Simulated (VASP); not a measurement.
The system is Ag.

```
CELL_PARAMETERS angstrom
3.34836 1.93318 5.71031
-3.34836 1.93318 5.71031
0.00000 -3.86636 5.71031
ATOMIC_POSITIONS crystal
Ag 0.01019 0.65361 0.01019
Ag 0.01019 0.01019 0.65361
Ag 0.65361 0.01019 0.01019
Ag 0.98981 0.34639 0.98981
Ag 0.34639 0.98981 0.98981
Ag 0.98981 0.98981 0.34639
Ag 0.22118 0.63060 0.22118
Ag 0.22118 0.22118 0.63060
Ag 0.63060 0.22118 0.22118
Ag 0.77882 0.36940 0.77882
Ag 0.36940 0.77882 0.77882
Ag 0.77882 0.77882 0.36940
```

The cell was built by a generator and needn't be a form met in nature.

```yaml
Program: VASP 6.6.1
Task: relaxation of cell and atoms
Functional: PBEsol
Potentials_or_basis: VASP PAW PBE potentials, release 64 (Ag)
Cutoff: 600 eV
k_mesh: 3 × 3 × 3
Occupations: gaussian, width 0.1 eV
Spin: no spin polarisation
```

At the start: pressure 43.7 GPa; volume 18.48 Å³/atom.

How do energy, volume and symmetry change on relaxing?

Over 15 steps the energy falls by 759.0 meV/atom and the volume is 24.12 Å³/atom (+30.5 %); space group R-3m (No. 166, to 0.05 Å).

The path:
```csv
step,energy change (eV),largest force (eV/Å),pressure (GPa),volume (Å³)
1,0.0000,5.2168,43.66,221.78
2,-3.1886,0.8175,-7.53,425.71
3,-8.6103,1.5034,-1.52,300.06
4,-8.6475,1.5050,-0.79,296.20
5,-8.6646,1.5021,0.19,291.66
6,-8.9937,0.4781,-0.57,295.00
7,-8.9952,0.4883,-0.60,295.27
8,-9.0595,0.2962,-0.12,292.18
9,-9.0796,0.1655,0.42,289.29
10,-9.0950,0.0429,-0.13,291.18
11,-9.0955,0.0577,-0.24,291.55
12,-9.1010,0.0786,-0.05,290.45
13,-9.1026,0.1081,0.12,289.44
14,-9.1070,0.0465,0.07,289.44
15,-9.1084,0.0192,0.04,289.43
```

Final structure:
```
CELL_PARAMETERS angstrom
3.58658 2.07071 6.49524
-3.58658 2.07071 6.49524
0.00000 -4.14143 6.49524
ATOMIC_POSITIONS crystal
Ag 0.02411 0.63949 0.02411
Ag 0.02411 0.02411 0.63949
Ag 0.63949 0.02411 0.02411
Ag 0.97589 0.36051 0.97589
Ag 0.36051 0.97589 0.97589
Ag 0.97589 0.97589 0.36051
Ag 0.23420 0.60893 0.23420
Ag 0.23420 0.23420 0.60893
Ag 0.60893 0.23420 0.23420
Ag 0.76580 0.39107 0.76580
Ag 0.39107 0.76580 0.76580
Ag 0.76580 0.76580 0.39107
```

Caveat: the k mesh is coarse (spacing up to 0.38 Å⁻¹), so the values aren't converged; the volume moved by over 15 % at a fixed basis, so the end points are rough; the PAW data sets were made with another functional, which shifts forces and pressure a little.
